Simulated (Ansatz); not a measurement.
How CsI answers to pressure

```xyz
2
Lattice="4.5667 0.0000 0.0000 0.0000 4.5667 0.0000 0.0000 0.0000 4.5667" Properties=species:S:1:pos:R:3 pbc="T T T"
Cs    0.0000    0.0000    0.0000
I     2.2833    2.2833    2.2833
```

The conventional cell has a = 4.567 Å, b = 4.567 Å, c = 4.567 Å, α = 90.00°, β = 90.00°, γ = 90.00°. Around Cs (atom 1) lie 8 I at 3.95 Å. Around I (atom 2) lie 8 Cs at 3.95 Å.

The cell is COD entry 9008790, as deposited and not checked against the literature; nothing was relaxed.

No spin–orbit coupling, which matters for the heavy atoms here.

Method: Ansatz 0.2.0, DFT, PBE, all-electron LAPW, scalar-relativistic.

Numerical set-up: a Γ-centred 7×7×7 k mesh, Fermi–Dirac smearing of 0.01 eV, basis error target 0.25 meV/atom, no spin polarisation.

The cell is scaled evenly with fractional coordinates held. Semilocal gaps are too small, but their slopes carry over better.

| V/V(cell) | P (GPa) | gap on the k mesh (eV) |
| --- | --- | --- |
| 0.9700 | 1.20 | 4.020 |
| 1.0000 | 0.75 | 3.914 |
| 1.0300 | 0.38 | 3.817 |
| 1.0600 | 0.07 | 3.727 |

(1) From the rows at 0.9700 and 1.0300, what is the bulk modulus at the cell's volume?

(2) What are the gap's volume deformation potential and pressure coefficient?

(3) Predict the row at V/V(cell) = 0.9405. How far is a linear estimate of P off?

## Answers

(1) B = −ΔP/Δln V = −[(0.38) − (1.20)]/0.06002 = 13.7 GPa. This is the modulus at 0.75 GPa, not at zero pressure.

(2) dEg/dln V = (3.817 − 4.020)/0.06002 = -3.38 eV, and dEg/dP = −(dEg/dln V)/B = 247 meV/GPa: pressure widens the gap.

(3) P = 1.72 GPa, gap 4.126 eV. The linear estimate P(cell) − B ln(V/V(cell)) = 1.59 GPa misses by 0.13 GPa, since the modulus grows under compression.
